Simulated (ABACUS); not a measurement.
A run of ABACUS 3.10.1 is set up as follows.

The input INPUT:

```
INPUT_PARAMETERS
suffix              As
calculation         scf
basis_type          pw
pseudo_dir          ./
symmetry            1
dft_functional      pbesol
ecutwfc             84
pseudo_rcut         7
nspin               1
nbands              20
ks_solver           dav
smearing_method     fd
smearing_sigma      0.00367493
scf_thr             1e-08
scf_nmax            100
mixing_type         broyden
mixing_beta         0.7
cal_force           1
cal_stress          1
out_chg             1
kpar                4
```

The input STRU:

```
ATOMIC_SPECIES
As 74.9216 As_ONCV_PBE-1.2.upf

LATTICE_CONSTANT
10.9507346227

LATTICE_VECTORS
0.3149332256 -0.9491138306 0.0000000000
0.3149332256 0.9491138306 0.0000000000
0.0000000000 0.0000000000 0.7713706950

ATOMIC_POSITIONS
Cartesian

As
0.0
4
0.3149332256 0.2088050427 0.4319675892 1 1 1
0.3149332256 -0.7403087879 0.7250884533 1 1 1
0.3149332256 -0.2088050427 0.3394031058 1 1 1
0.3149332256 0.7403087879 0.0462822417 1 1 1
```

File KPT:

```
K_POINTS
0
Gamma
6 6 5 0 0 0
```

Potentials or basis: SG15 ONCV 1.2 PBE, plane waves.

The run is started by

```sh
$ OMP_NUM_THREADS=1 mpirun -np 4 abacus > log
```

Question: Predict the band gap on the k mesh.

Answer: None (metal or under the smearing width).

Question: Estimate the largest force.

Answer: 0.251 eV/Å.

Stress tensor (GPa, compression positive):
```
2.74 0.00 0.00
0.00 1.12 0.00
0.00 0.00 0.67
```

Caveat: the potentials were made for another functional, which shifts forces and pressure.
